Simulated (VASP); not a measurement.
# HgSe (mp) (F-43m) in VASP: further runs

Runs on HgSe (mp). Level: PBE. Tasks: single point, relaxation of cell and atoms.

All numbers are computed with VASP 6.6.1; they aren't measurements. Logs are shortened: lines on timing, memory, paths and dates and some standing lists are left out, and cuts for length are marked.

### 1 Starting point

The structure is cubic, space group F-43m (No. 216). Conventional cell: a = 6.260 Å, b = 6.260 Å, c = 6.260 Å, α = 90.00°, β = 90.00°, γ = 90.00°. Hg (site symmetry -43m) is surrounded by 4 Se at 2.71 Å. Se (site symmetry -43m) has 4 Hg at 2.71 Å as nearest neighbours.

### 2 Single point, PBE

Input file INCAR:

```
  ALGO = Fast
  EDIFF = 1E-6
  ENCUT = 520
  GGA = PE
  ISIF = 2
  ISMEAR = 1
  LASPH = True
  LCHARG = True
  LELF = True
  LREAL = False
  LVHAR = True
  LWAVE = False
  NBANDS = 16
  NELM = 100
  PREC = Accurate
  SIGMA = 0.2
```

Input file KPOINTS:

```
k-points
0
Gamma
  12 12 12
```

Input file POSCAR:

```
HgSe
1.0
    0.0000000000      3.1300296696      3.1300296696
    3.1300296696      0.0000000000      3.1300296696
    3.1300296696      3.1300296696      0.0000000000
Hg Se
1 1
Direct
    0.0000000000      0.0000000000      0.0000000000
    0.2500000000      0.2500000000      0.2500000000
```

Potentials or basis: VASP PAW PBE potentials, release 64 (Hg, Se).

Launch:

```console
$ cat potpaw_PBE.64/Hg/POTCAR potpaw_PBE.64/Se/POTCAR > POTCAR
$ mpirun -np 1 vasp_std > vasp.out
```

OUTCAR:

```text
EDIFF = 1E-6
   ENCUT = 520
   GGA = PE
   ISIF = 2
   ISMEAR = 1
   LASPH = True
   LREAL = False
   NELM = 100
   PREC = Accurate

 ion  position               nearest neighbor table
   1  0.000  0.000  0.000-   2 2.71   2 2.71   2 2.71   2 2.71
   2  0.250  0.250  0.250-   1 2.71   1 2.71   1 2.71   1 2.71

  LATTYP: Found a face centered cubic cell.
 ALAT       =     6.2600593392

  Lattice vectors:

 A1 = (   0.0000000000,   3.1300296696,   3.1300296696)
 A2 = (   3.1300296696,   0.0000000000,   3.1300296696)
 A3 = (   3.1300296696,   3.1300296696,   0.0000000000)

Analysis of symmetry for initial positions (statically):
=====================================================================
 Subroutine PRICEL returns:
 Original cell was already a primitive cell.

 Routine SETGRP: Setting up the symmetry group for a
 face centered cubic supercell.

 Subroutine GETGRP returns: Found 24 space group operations
 (whereof 24 operations were pure point group operations)
 out of a pool of 48 trial point group operations.

The static configuration has the point symmetry T_d .

Analysis of symmetry for dynamics (positions and initial velocities):
=====================================================================
 Subroutine PRICEL returns:
 Original cell was already a primitive cell.

 Routine SETGRP: Setting up the symmetry group for a
 face centered cubic supercell.

 Subroutine GETGRP returns: Found 24 space group operations
 (whereof 24 operations were pure point group operations)
 out of a pool of 48 trial point group operations.

The dynamic configuration has the point symmetry T_d .

 Subroutine INISYM returns: Found 24 space group operations
 (whereof 24 operations are pure point group operations),
 and found     1 'primitive' translations

----------------------------------------------------------------------------------------

                                     Primitive cell

  volume of cell :      61.3303

  direct lattice vectors                    reciprocal lattice vectors
     0.000000000  3.130029670  3.130029670    -0.159742895  0.159742895  0.159742895
     3.130029670  0.000000000  3.130029670     0.159742895 -0.159742895  0.159742895
     3.130029670  3.130029670  0.000000000     0.159742895  0.159742895 -0.159742895

  length of vectors
     4.426530409  4.426530409  4.426530409     0.276682810  0.276682810  0.276682810

  position of ions in fractional coordinates (direct lattice)
     0.000000000  0.000000000  0.000000000
     0.250000000  0.250000000  0.250000000

  ion indices of the primitive-cell ions
   primitive index   ion index
                 1           1
                 2           2

----------------------------------------------------------------------------------------

 KPOINTS: k-points

Automatic generation of k-mesh.
 Grid dimensions read from file:
 generate k-points for:   12   12   12

 Generating k-lattice:

  Cartesian coordinates                     Fractional coordinates (reciprocal lattice)
    -0.013311908  0.013311908  0.013311908     0.083333333  0.000000000  0.000000000
     0.013311908 -0.013311908  0.013311908     0.000000000  0.083333333  0.000000000
     0.013311908  0.013311908 -0.013311908     0.000000000  0.000000000  0.083333333

  Length of vectors
     0.023056901  0.023056901  0.023056901

  Shift w.r.t. Gamma in fractional coordinates (k-lattice)
     0.000000000  0.000000000  0.000000000

 Subroutine IBZKPT returns following result:
 ===========================================

 Found     72 irreducible k-points:

 Following reciprocal coordinates:
            Coordinates               Weight
  0.000000  0.000000  0.000000      1.000000
  0.083333  0.000000  0.000000      8.000000
  0.166667  0.000000  0.000000      8.000000
  0.250000  0.000000  0.000000      8.000000
  0.333333  0.000000  0.000000      8.000000
  0.416667  0.000000  0.000000      8.000000
[... 16 lines left out ...]
  0.500000  0.166667  0.000000     24.000000
 -0.416667  0.166667  0.000000     24.000000
 [... further k-points ...]
   k-points           NKPTS =     72   k-points in BZ     NKDIM =     72   number of bands    NBANDS=     16
   number of dos      NEDOS =    301   number of ions     NIONS =      2
   total plane-waves  NPLWV =  46656
   dimension x,y,z NGX =    36 NGY =   36 NGZ =   36
   dimension x,y,z NGXF=    72 NGYF=   72 NGZF=   72
   ions per type =               1   1
   NGX,Y,Z   is equivalent  to a cutoff of  13.52, 13.52, 13.52 a.u.
   NGXF,Y,Z  is equivalent  to a cutoff of  27.04, 27.04, 27.04 a.u.
 SYSTEM =  unknown system
   PREC   = accura    normal or accurate (medium, high low for compatibility)
   ISTART =      0    job   : 0-new  1-cont  2-samecut
   ICHARG =      2    charge: 1-file 2-atom 10-const
   ISPIN  =      1    spin polarized calculation?
   LNONCOLLINEAR =      F non collinear calculations
   LSORBIT =      F    spin-orbit coupling
   LASPH  =      T    aspherical Exc in radial PAW
   ENCUT  =  520.0 eV  38.22 Ry    6.18 a.u.   8.23  8.23  8.23*2*pi/ulx,y,z
   NELM   =    100;   NELMIN=  2; NELMDL= -5     # of ELM steps
   EDIFF  = 0.1E-05   stopping-criterion for ELM
   LREAL  =      F    real-space projection
   EDIFFG = 0.1E-04   stopping-criterion for IOM
   NSW    =      0    number of steps for IOM
   IBRION =     -1    ionic relax: 0-MD 1-quasi-New 2-CG
   NFREE  =      0    steps in history (QN), initial steepest desc. (CG)
   ISIF   =      2    stress and relaxation
   ISYM   =      2    0-nonsym 1-usesym 2-fastsym
   POTIM  = 0.5000    time-step for ionic-motion
   TEBEG  =    0.0;   TEEND  =   0.0 temperature during run
   PSTRESS=    0.0 pullay stress
   NELECT =      18.0000    total number of electrons
   NUPDOWN=      -1.0000    fix difference up-down
   EMIN   =  10.00;   EMAX   =-10.00  energy-range for DOS
   EFERMI =   0.00;   METHOD = LEGACY
   ISMEAR =     1;   SIGMA  =   0.20  broadening in eV -4-tet -1-fermi 0-gaus
   EFERMI_NEDOS =   21; number of points for ismear=-14 and -15
   IALGO  =     68    algorithm
   IMIX   =      4    mixing-type and parameters
     AMIX     =   0.40;   BMIX     =  1.00
     AMIX_MAG =   1.60;   BMIX_MAG =  1.00
  volume/ion in A,a.u.               =      30.67       206.94
  Fermi-wavevector in a.u.,A,eV,Ry     =   1.087946  2.055919 16.104207  1.183626
  Thomas-Fermi vector in A             =   2.224116
   LORBIT       =      0    0 simple, 1 ext, 2 COOP (PROOUT), +10 PAW based schemes
   GGA     = PE    functional components
   LHFCALC =     F    Hartree Fock is set to
   AEXX    =    0.0000 exact exchange contribution
   IVDW    =     0    specifies the selected vdW correction
   LEPSILON=     F    determine dielectric tensor
   LRPA    =     F    only Hartree local field effects (RPA)
 non-spin polarized calculation
 RMM-DIIS sequential band-by-band and
 Methfessel and Paxton  Order N= 1 SIGMA  =   0.20
  energy-cutoff  :      520.00
  volume of cell :       61.33
 maximum number of plane-waves:      1676
 NGX is ok and might be reduce to    36
   NGX = 17   NGY = 17   NGZ = 17

 number of electron      18.0000002 magnetization

 Free energy of the ion-electron system (eV)
  ---------------------------------------------------
  ext. energy  EPLUGINS =         0.00000000
  ---------------------------------------------------
  free energy    TOTEN  =        -4.08873635 eV

  energy without entropy =       -4.08975887  energy(sigma->0) =       -4.08907719

 E-fermi :   0.9990     XC(G=0):  -8.6472

 val. band max:        0.9526845207   @ k =   0.0000   0.0000   0.0000
 cond. band min:       1.2747517287   @ k =   0.0833   0.0000   0.0000
 fundamental gap:      0.3220672080
 Fermi energy:         0.9989884120

 k-point     1 :       0.0000    0.0000    0.0000
  band No.  band energies     occupation
      1     -11.9360      2.00000
      2      -5.7341      2.00000
      3      -5.7341      2.00000
      4      -5.7341      2.00000
      5      -5.1303      2.00000
      6      -5.1303      2.00000
[... 8 lines left out ...]
     15      12.1052      0.00000
     16      12.1054      0.00000

 k-point     2 :       0.0833    0.0000    0.0000
  band No.  band energies     occupation
      1     -11.9113      2.00000
      2      -5.7225      2.00000
      3      -5.7225      2.00000
      4      -5.7211      2.00000
      5      -5.1312      2.00000
      6      -5.1312      2.00000
[... 8 lines left out ...]
     15      11.6053      0.00000
     16      11.6053      0.00000

 k-point     3 :       0.1667    0.0000    0.0000
  band No.  band energies     occupation
      1     -11.8430      2.00000
      2      -5.6916      2.00000
      3      -5.6916      2.00000
      4      -5.6723      2.00000
      5      -5.1319      2.00000
      6      -5.1319      2.00000
[... 8 lines left out ...]
     15      11.1443      0.00000
     16      11.1443      0.00000

 k-point     4 :       0.2500    0.0000    0.0000
  band No.  band energies     occupation
      1     -11.7477      2.00000
      2      -5.6527      2.00000
      3      -5.6527      2.00000
      4      -5.5633      2.00000
      5      -5.1272      2.00000
      6      -5.1272      2.00000
[... 8 lines left out ...]
     15      11.0526      0.00000
     16      11.0526      0.00000
[... 324 lines left out ...]
 k-point    22 :       0.4167    0.1667    0.0000
  band No.  band energies     occupation
      1     -11.5700      2.00000
      2      -5.5939      2.00000
      3      -5.5343      2.00000
      4      -5.3167      2.00000
      5      -5.0818      2.00000
      6      -5.0745      2.00000
[... 8 lines left out ...]
     15      12.1232      0.00000
     16      12.6312      0.00000

 k-point    23 :       0.5000    0.1667    0.0000
  band No.  band energies     occupation
      1     -11.5185      2.00000
      2      -5.5737      2.00000
      3      -5.5258      2.00000
      4      -5.1893      2.00000
      5      -5.0865      2.00000
      6      -4.9005      2.00000
[... 8 lines left out ...]
     15      12.1852      0.00000
     16      12.7234      0.00000

 k-point    24 :      -0.4167    0.1667    0.0000
  band No.  band energies     occupation
      1     -11.5118      2.00000
      2      -5.5659      2.00000
      3      -5.5344      2.00000
      4      -5.1420      2.00000
      5      -5.1056      2.00000
      6      -4.8544      2.00000
[... 8 lines left out ...]
     15      11.8930      0.00000
     16      12.1346      0.00000

 [... further k-points ...]

------------------------ aborting loop because EDIFF is reached ----------------------------------------

  FORCE on cell =-STRESS in cart. coord.  units (eV):
  Direction    XX          YY          ZZ          XY          YZ          ZX
  --------------------------------------------------------------------------------------
  -------------------------------------------------------------------------------------
  Total        0.0719843      0.0719843      0.0719843      0.0000000      0.0000000     -0.0000000
  in kB        1.8804988      1.8804988      1.8804988      0.0000000      0.0000000     -0.0000000
  external PRESSURE =       1.8804988 kB  Pullay stress =       0.0000000 kB

 VOLUME and BASIS-vectors are now :
 -----------------------------------------------------------------------------
  energy-cutoff  :      520.00
  volume of cell :       61.33
      direct lattice vectors                 reciprocal lattice vectors
     0.000000000  3.130029670  3.130029670    -0.159742895  0.159742895  0.159742895
     3.130029670  0.000000000  3.130029670     0.159742895 -0.159742895  0.159742895
     3.130029670  3.130029670  0.000000000     0.159742895  0.159742895 -0.159742895

 POSITION                                       TOTAL-FORCE (eV/Angst)
 -----------------------------------------------------------------------------------
      0.00000      0.00000      0.00000         0.000000      0.000000      0.000000
      1.56501      1.56501      1.56501         0.000000     -0.000000     -0.000000
 -----------------------------------------------------------------------------------
    total drift:                               -0.000000     -0.000000     -0.000000

  FREE ENERGIE OF THE ION-ELECTRON SYSTEM (eV)
  ---------------------------------------------------
  free  energy   TOTEN  =        -4.0887363480 eV

  energy  without entropy=       -4.0897588688  energy(sigma->0) =       -4.08907719
```

It took 26 s on 1 thread of Intel Xeon 6975P-C (Granite Rapids), shared host; peak memory 0.25 GiB.

What came out:

| Quantity | Value |
| --- | --- |
| Free energy | -4.0887 eV |
| Pressure | 0.2 GPa |
| Band gap on the k mesh | none (metal or under the smearing width) |

Levels at points of the mesh, in eV from the Fermi level:
| k point | band 5 | band 6 | band 7 | band 8 | band 9 | band 10 | band 11 | band 12 | band 13 | band 14 |
| --- | --- | --- | --- | --- | --- | --- | --- | --- | --- | --- |
| (0.00, 0.00, 0.00) | -6.13 | -6.13 | -1.09 | -0.05 | -0.05 | -0.05 | 5.54 | 5.54 | 5.54 | 8.29 |
| (0.50, 0.00, 0.00) | -6.09 | -5.87 | -4.98 | -0.86 | -0.86 | 1.05 | 6.24 | 6.24 | 6.76 | 9.16 |
| (0.50, 0.50, 0.00) | -6.04 | -5.83 | -4.73 | -2.00 | -2.00 | 2.64 | 3.15 | 8.24 | 9.39 | 9.39 |

Spin-orbit coupling is left out, which matters for the levels of Hg.

(Part 1 of 2 ends here.)
